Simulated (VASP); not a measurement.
# MgB (Pm-3m) in VASP: equation of state, part 2 of 2

VASP 6.6.1.

## 4. Equation of state, PBE, 11.89 Å³/atom (volume scaled by 0.98)

INCAR

```
  PREC = Accurate
  ENCUT = 520
  EDIFF = 1E-7
  ISMEAR = -1
  SIGMA = 0.05
  LREAL = F
  LASPH = T
  NELM = 60
  ALGO = Normal
  ISIF = 2
  LWAVE = F
  LCHARG = F
  GGA = PE
  NBANDS = 10
```

KPOINTS

```
regular mesh
0
Gamma
  9 9 9
```

POSCAR

```
MgB
1.0
    2.8757188776      0.0000000000      0.0000000000
    0.0000000000      2.8757188776      0.0000000000
    0.0000000000      0.0000000000      2.8757188776
Mg B
1 1
Direct
    0.0000000000      0.0000000000      0.0000000000
    0.5000000000      0.5000000000      0.5000000000
```

Potentials or basis: VASP PAW PBE potentials, release 64 (Mg, B).

Run with:

```bash
> cat potpaw_PBE.64/Mg/POTCAR potpaw_PBE.64/B/POTCAR > POTCAR
> mpirun -np 1 vasp_std > vasp.out
```

OUTCAR:

```text
PREC = Accurate
   ENCUT = 520
   EDIFF = 1E-7
   ISMEAR = -1
   LREAL = F
   LASPH = T
   NELM = 60
   ISIF = 2
   GGA = PE

 Found     35 irreducible k-points:

 Following reciprocal coordinates:
            Coordinates               Weight
  0.000000  0.000000  0.000000      1.000000
  0.111111  0.000000  0.000000      6.000000
  0.222222  0.000000  0.000000      6.000000
  0.333333  0.000000  0.000000      6.000000
  0.444444  0.000000  0.000000      6.000000
  0.111111  0.111111  0.000000     12.000000
   k-points           NKPTS =     35   k-points in BZ     NKDIM =     35   number of bands    NBANDS=     10
   number of dos      NEDOS =    301   number of ions     NIONS =      2
   total plane-waves  NPLWV =  13824
   dimension x,y,z NGX =    24 NGY =   24 NGZ =   24
   dimension x,y,z NGXF=    48 NGYF=   48 NGZF=   48
   ions per type =               1   1
   NGX,Y,Z   is equivalent  to a cutoff of  13.87, 13.87, 13.87 a.u.
   NGXF,Y,Z  is equivalent  to a cutoff of  27.75, 27.75, 27.75 a.u.
 SYSTEM =  unknown system
   PREC   = accura    normal or accurate (medium, high low for compatibility)
   ISTART =      0    job   : 0-new  1-cont  2-samecut
   ICHARG =      2    charge: 1-file 2-atom 10-const
   ISPIN  =      1    spin polarized calculation?
   LNONCOLLINEAR =      F non collinear calculations
   LSORBIT =      F    spin-orbit coupling
   LASPH  =      T    aspherical Exc in radial PAW
   ENCUT  =  520.0 eV  38.22 Ry    6.18 a.u.   5.35  5.35  5.35*2*pi/ulx,y,z
   NELM   =     60;   NELMIN=  2; NELMDL= -5     # of ELM steps
   EDIFF  = 0.1E-06   stopping-criterion for ELM
   LREAL  =      F    real-space projection
   EDIFFG = 0.1E-05   stopping-criterion for IOM
   NSW    =      0    number of steps for IOM
   IBRION =     -1    ionic relax: 0-MD 1-quasi-New 2-CG
   NFREE  =      0    steps in history (QN), initial steepest desc. (CG)
   ISIF   =      2    stress and relaxation
   ISYM   =      2    0-nonsym 1-usesym 2-fastsym
   POTIM  = 0.5000    time-step for ionic-motion
   TEBEG  =    0.0;   TEEND  =   0.0 temperature during run
   PSTRESS=    0.0 pullay stress
   NELECT =       5.0000    total number of electrons
   NUPDOWN=      -1.0000    fix difference up-down
   EMIN   =  10.00;   EMAX   =-10.00  energy-range for DOS
   EFERMI =   0.00;   METHOD = LEGACY
   ISMEAR =    -1;   SIGMA  =   0.05  broadening in eV -4-tet -1-fermi 0-gaus
   EFERMI_NEDOS =   21; number of points for ismear=-14 and -15
   IALGO  =     38    algorithm
   IMIX   =      4    mixing-type and parameters
     AMIX     =   0.40;   BMIX     =  1.00
     AMIX_MAG =   1.60;   BMIX_MAG =  1.00
  volume/ion in A,a.u.               =      11.89        80.24
  Fermi-wavevector in a.u.,A,eV,Ry     =   0.973461  1.839574 12.893230  0.947626
  Thomas-Fermi vector in A             =   2.103842
   LORBIT       =      0    0 simple, 1 ext, 2 COOP (PROOUT), +10 PAW based schemes
   GGA     = PE    functional components
   LHFCALC =     F    Hartree Fock is set to
   AEXX    =    0.0000 exact exchange contribution
   IVDW    =     0    specifies the selected vdW correction
   LEPSILON=     F    determine dielectric tensor
   LRPA    =     F    only Hartree local field effects (RPA)
 non-spin polarized calculation
  energy-cutoff  :      520.00
  volume of cell :       23.78
 maximum number of plane-waves:       656
 NGX is ok and might be reduce to    24
   NGX = 11   NGY = 11   NGZ = 11

 number of electron       5.0000000 magnetization

 Free energy of the ion-electron system (eV)
  ---------------------------------------------------
  ext. energy  EPLUGINS =         0.00000000
  ---------------------------------------------------
  free energy    TOTEN  =        -6.62048484 eV

  energy without entropy =       -6.61344573  energy(sigma->0) =       -6.61696528

 E-fermi :   4.8935     XC(G=0): -10.4355

 val. band max:        4.8215911772   @ k =   0.3333   0.2222   0.0000
 cond. band min:       4.9350830341   @ k =   0.3333   0.3333   0.3333
 fundamental gap:      0.1134918569
 Fermi energy:         4.8934515053

 k-point     1 :       0.0000    0.0000    0.0000
  band No.  band energies     occupation
      1      -6.1328      2.00000
      2       7.3003      0.00000
      3       7.3003      0.00000
      4       7.3003      0.00000
      5      11.8092      0.00000
      6      11.8092      0.00000
      7      14.0061      0.00000
      8      23.2552      0.00000
      9      23.2552      0.00000
     10      23.2552      0.00000
[... 53 lines left out ...]
 k-point     6 :       0.1111    0.1111    0.0000
  band No.  band energies     occupation
      1      -5.7387      2.00000
      2       5.7886      0.00000
      3       6.2075      0.00000
      4       7.5256      0.00000
      5      12.6677      0.00000
      6      13.8397      0.00000
      7      14.7646      0.00000
      8      20.8951      0.00000
      9      21.9314      0.00000
     10      23.1664      0.00000

 [... further k-points ...]

------------------------ aborting loop because EDIFF is reached ----------------------------------------

  FORCE on cell =-STRESS in cart. coord.  units (eV):
  Direction    XX          YY          ZZ          XY          YZ          ZX
  --------------------------------------------------------------------------------------
  -------------------------------------------------------------------------------------
  Total        0.2467392      0.2467392      0.2467392     -0.0000000     -0.0000000     -0.0000000
  in kB       16.6229989     16.6229989     16.6229989     -0.0000000     -0.0000000     -0.0000000
  external PRESSURE =      16.6229989 kB  Pullay stress =       0.0000000 kB

 VOLUME and BASIS-vectors are now :
 -----------------------------------------------------------------------------
  energy-cutoff  :      520.00
  volume of cell :       23.78
      direct lattice vectors                 reciprocal lattice vectors
     2.875718878  0.000000000  0.000000000     0.347739137  0.000000000  0.000000000
     0.000000000  2.875718878  0.000000000     0.000000000  0.347739137  0.000000000
     0.000000000  0.000000000  2.875718878     0.000000000  0.000000000  0.347739137

 POSITION                                       TOTAL-FORCE (eV/Angst)
 -----------------------------------------------------------------------------------
      0.00000      0.00000      0.00000         0.000000      0.000000      0.000000
      1.43786      1.43786      1.43786         0.000000      0.000000      0.000000
 -----------------------------------------------------------------------------------
    total drift:                                0.000000     -0.000000     -0.000000

  FREE ENERGIE OF THE ION-ELECTRON SYSTEM (eV)
  ---------------------------------------------------
  free  energy   TOTEN  =        -6.6204848371 eV

  energy  without entropy=       -6.6134457271  energy(sigma->0) =       -6.61696528
```

OSZICAR:

```text
N       E                     dE             d eps       ncg     rms          rms(c)
DAV:   1     0.137776325444E+01    0.13778E+01   -0.20229E+03   764   0.347E+02
DAV:   2    -0.666100606957E+01   -0.80388E+01   -0.78336E+01   842   0.588E+01
DAV:   3    -0.682081031439E+01   -0.15980E+00   -0.15795E+00   852   0.671E+00
DAV:   4    -0.682116710432E+01   -0.35679E-03   -0.35677E-03   872   0.347E-01
DAV:   5    -0.682116831987E+01   -0.12156E-05   -0.12160E-05   840   0.181E-02    0.183E+00
DAV:   6    -0.666562435234E+01    0.15554E+00   -0.18464E-01   748   0.164E+00    0.984E-01
DAV:   7    -0.662244801422E+01    0.43176E-01   -0.11964E-01   784   0.134E+00    0.327E-01
DAV:   8    -0.662048642244E+01    0.19616E-02   -0.23793E-03   808   0.407E-01    0.322E-02
DAV:   9    -0.662048429147E+01    0.21310E-05   -0.10709E-05   856   0.201E-02    0.195E-02
DAV:  10    -0.662048496055E+01   -0.66908E-06   -0.97185E-07   898   0.522E-03    0.133E-03
DAV:  11    -0.662048484883E+01    0.11171E-06   -0.54060E-08   514   0.136E-03    0.256E-04
DAV:  12    -0.662048483709E+01    0.11749E-07   -0.20731E-09   426   0.324E-04
   1 F= -.66204848E+01 E0= -.66169653E+01  d E =-.703911E-02
```

stdout:

```text
POSCAR found type information on POSCAR MgB
 POSCAR found :  2 types and       2 ions
 scaLAPACK will be used
 LDA part: xc-table for (Slater+PW92), standard interpolation
 POSCAR, INCAR and KPOINTS ok, starting setup
 FFT: planning ... GRIDC
 FFT: planning ... GRID_SOFT
 FFT: planning ... GRID
 WAVECAR not read
 entering main loop
```

Run time: 6.8 s. Hardware: 1 thread of Intel Xeon Platinum 8559C (Emerald Rapids), shared host; peak memory 0.14 GiB.

What came out:

```yaml
Free_energy: -6.6205 eV
Pressure: 1.7 GPa
Band_gap_on_the_k_mesh: none (metal or under the smearing width)
```

## 5. Equation of state, PBE, 12.38 Å³/atom (volume scaled by 1.02)

INCAR

```
SYSTEM = MgB
PREC     = Accurate       ! precision mode
ENCUT    = 520            ! plane-wave cutoff, eV
EDIFF    = 1E-7           ! SCF threshold, eV
ISMEAR   = -1             ! smearing method
SIGMA    = 0.05           ! smearing width, eV
LREAL    = .FALSE.        ! projectors in reciprocal space
LASPH    = .TRUE.         ! aspherical terms in the spheres
NELM     = 60             ! most SCF steps
ALGO     = Normal         ! electronic algorithm
ISIF     = 2              ! what is computed and relaxed
LWAVE    = .FALSE.        ! write WAVECAR
LCHARG   = .FALSE.        ! write CHGCAR
GGA      = PE             ! functional
NBANDS   = 10             ! bands
```

KPOINTS

```
regular mesh
0
G
  9 9 9
  0 0 0
```

POSCAR

```
MgB
1.0
    2.9143237376      0.0000000000      0.0000000000
    0.0000000000      2.9143237376      0.0000000000
    0.0000000000      0.0000000000      2.9143237376
Mg B
1 1
Direct
    0.0000000000      0.0000000000      0.0000000000
    0.5000000000      0.5000000000      0.5000000000
```

Run with:

```bash
> cat potpaw_PBE.64/Mg/POTCAR potpaw_PBE.64/B/POTCAR > POTCAR
> mpirun -np 1 vasp_std > vasp.out
```

Run time: 6.7 s. Hardware: 1 thread of Intel Xeon Platinum 8559C (Emerald Rapids), shared host; peak memory 0.13 GiB.

Results (log left out):

| Quantity | Value |
| --- | --- |
| Free energy | -6.6203 eV |
| Pressure | -1.7 GPa |
| Band gap on the k mesh | none (metal or under the smearing width) |

## 6. Equation of state, PBE, 12.62 Å³/atom (volume scaled by 1.04)

INCAR

```
SYSTEM = MgB
PREC = Accurate ; ENCUT = 520
EDIFF = 1E-7 ; ISMEAR = -1
SIGMA = 0.05 ; LREAL = .FALSE.
LASPH = .TRUE. ; NELM = 80
ALGO = Normal ; ISIF = 2
LWAVE = .FALSE. ; LCHARG = .FALSE.
GGA = PE ; NBANDS = 10
```

KPOINTS

```
Automatic mesh
0
G
  9 9 9
  0 0 0
```

POSCAR

```
MgB
1.0
    2.9332484480      0.0000000000      0.0000000000
    0.0000000000      2.9332484480      0.0000000000
    0.0000000000      0.0000000000      2.9332484480
Mg B
1 1
Direct
    0.0000000000      0.0000000000      0.0000000000
    0.5000000000      0.5000000000      0.5000000000
```

Potentials or basis: VASP PAW PBE potentials, release 64 (Mg, B).

Run with:

```bash
> cat potpaw_PBE.64/Mg/POTCAR potpaw_PBE.64/B/POTCAR > POTCAR
> mpirun -np 1 vasp_std > vasp.out
```

It took 7.3 s on 1 thread of Intel Xeon Platinum 8559C (Emerald Rapids), shared host; peak memory 0.13 GiB.

Results (log left out):

```
Free energy            : -6.6131 eV
Pressure               : -3.1 GPa
Band gap on the k mesh : none (metal or under the smearing width)
```

## 7. Equation of state, PBE, 12.86 Å³/atom (volume scaled by 1.06)

INCAR

```
SYSTEM = MgB
ALGO = Normal
EDIFF = 1E-7
ENCUT = 520
GGA = PE
ISIF = 2
ISMEAR = -1
LASPH = .True.
LCHARG = .False.
LREAL = .False.
LWAVE = .False.
NBANDS = 10
NELM = 60
PREC = Accurate
SIGMA = 0.05
```

KPOINTS

```
k-points
0
Gamma
  9 9 9
  0 0 0
```

POSCAR

```
MgB
1.0
    2.9519320628      0.0000000000      0.0000000000
    0.0000000000      2.9519320628      0.0000000000
    0.0000000000      0.0000000000      2.9519320628
Mg B
1 1
Direct
    0.0000000000      0.0000000000      0.0000000000
    0.5000000000      0.5000000000      0.5000000000
```

Run with:

```bash
> cat potpaw_PBE.64/Mg/POTCAR potpaw_PBE.64/B/POTCAR > POTCAR
> mpirun -np 1 vasp_std > vasp.out
```

Wall time 7.2 s (1 thread of Intel Xeon Platinum 8559C (Emerald Rapids), shared host); peak memory 0.13 GiB.

The run converged. Its results:

| Property | Result |
| --- | --- |
| Free energy | -6.6017 eV |
| Pressure | -4.5 GPa |
| Band gap on the k mesh | none (metal or under the smearing width) |

## 8. Equation of state, PBE

Potentials or basis: VASP PAW PBE potentials, release 64 (Mg, B).

This step only gathers the single runs of the series.

Results:

* Equilibrium volume: 12.13 Å³/atom
* Bulk modulus: 84 GPa
* Pressure derivative of the bulk modulus: 3.7 (rough: it moves with the points fitted)

Energy against volume, from the lowest point:
| volume (Å³/atom) | energy (meV/atom) |
| --- | --- |
| 11.405 | 12.32 |
| 11.648 | 5.22 |
| 11.891 | 1.22 |
| 12.133 | 0.00 |
| 12.376 | 1.29 |
| 12.619 | 4.89 |
| 12.861 | 10.63 |
